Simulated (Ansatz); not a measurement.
# WS2 (R3m) in Ansatz: equation of state

Aim: energy against volume of WS2 in PBE, for its equilibrium volume and stiffness.

Everything below comes from runs of Ansatz 0.2.0. Logs are shortened: lines on timing, memory, paths and dates and some standing lists are left out, and cuts for length are marked.

## (1) The structure

The structure is trigonal, space group R3m (No. 160). The conventional cell has a = 3.158 Å, b = 3.158 Å, c = 18.490 Å, α = 90.00°, β = 90.00°, γ = 120.00°. W (site symmetry 3m) has 6 S at 2.39 to 2.42 Å as nearest neighbours. Around S (site symmetry 3m) lie 3 W at 2.42 Å. Around S (site symmetry 3m) lie 3 W at 2.39 Å.

Measurements of this composition are mostly on another form, of space group No. 194.

## (2) Equation of state, PBE

Potentials or basis: all-electron LAPW, scalar-relativistic.

No new run: the results of the series are fitted here.

What came out:

```
Equilibrium volume                        : 18.25 Å³/atom
Bulk modulus at fixed shape and positions : 156 GPa
Pressure derivative of the bulk modulus   : 4.3
```

Energy against volume, from the lowest point:
| volume (Å³/atom) | energy (meV/atom) |
| --- | --- |
| 16.679 | 76.30 |
| 17.034 | 43.75 |
| 17.389 | 20.81 |
| 17.744 | 6.51 |
| 18.099 | 0.00 |
| 18.454 | 0.50 |
| 18.809 | 7.32 |

Caveat: the cell was scaled at fixed shape and fractional positions, which overstates the stiffness of a crystal with free parameters, most of all of layers and chains. The run has no spin-orbit coupling, so splittings on W are missing.
